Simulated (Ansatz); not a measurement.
SnSe: experiment and calculation

**What was measured.**

“Linear dichroism of the optical properties of SnS and SnSe van der Waals crystals”, 2024, arxiv:2409.17412 reports, for a bulk crystal of SnSe at 20 K: band gap 0.99 eV (indirect).

From “Structural Changes in Thermoelectric SnSe at High Pressures”, 2014, arxiv:1411.6528, for a powder of SnSe: bulk modulus 31.1 ± 0.2 GPa.

The runs below are set against these values where they give the same quantity.

The calculation used Ansatz, DFT PBE+D3(BJ), scalar-relativistic, plane waves, PAW.

Plane waves to 420 eV, a k mesh through Γ of 4×8×8 on the computed 8-atom cell and Gaussian smearing (0.02 eV); no spin polarisation.

Relaxed structure, symmetry kept:

```cif
data_structure
_symmetry_space_group_name_H-M 'Pnma'
_symmetry_Int_Tables_number 62
_cell_length_a 11.4816
_cell_length_b 4.1675
_cell_length_c 4.3863
_cell_angle_alpha 90.000
_cell_angle_beta 90.000
_cell_angle_gamma 90.000
_cell_volume 209.88
loop_
_atom_site_label
_atom_site_type_symbol
_atom_site_symmetry_multiplicity
_atom_site_Wyckoff_symbol
_atom_site_fract_x
_atom_site_fract_y
_atom_site_fract_z
_atom_site_occupancy
Sn1 Sn 4 c 0.11763 0.25000 0.09534 1
Se1 Se 4 c 0.35698 0.25000 0.02303 1
```

```json
{"Space group": "Pnma (No. 62)", "Volume per atom": "26.24 Å³", "Kohn–Sham band gap": "0.43 eV, indirect from (0.000, 0.000, 0.348) to (0.000, 0.324, 0.000)", "Löwdin character of the top 1 eV of the valence band": "Se 4p 60 %, Sn 5s 20 %, Sn 5p 17 %", "Löwdin character of the lowest 1 eV of the conduction band": "Sn 5p 65 %, Se 4p 16 %, Sn 5s 8 %, Se 4s 8 %", "Electron masses at the edge by Cartesian direction of the standard setting (m_e; degenerate bands sorted by energy; no spin-orbit coupling)": "x: 1.7; y: 0.068; z: 0.13", "Hole masses at the edge by Cartesian direction of the standard setting (m_e; degenerate bands sorted by energy; no spin-orbit coupling)": "x: 0.52; y: 0.26; z: 0.13", "Electronic dielectric constant xx, yy, zz of the standard setting (independent particles)": "20.9, 26.8, 23.5", "Bader charges (e)": "Sn (4 in the cell) 0.83, Se (4 in the cell) -0.83"}
```

Measured band gap of SnSe: 0.99 eV (indirect; 20 K; the paper above). This calculation gives 0.43 eV (-0.56 eV). 2 values of this kind are on record (0.89 to 0.99 eV); this one was drawn at random. Kohn–Sham gaps of semilocal functionals fall short of measured ones as a rule; spin-orbit coupling, left out here, would usually lower the calculated gap of a compound with heavy elements. A measured bulk modulus of SnSe is 31.1 GPa (powder; the paper above); the calculated 29 GPa misses it by -5.8 %. The calculation is for 0 K without zero-point motion. Lattice constants aren't compared, since papers order the axes of such cells in different ways.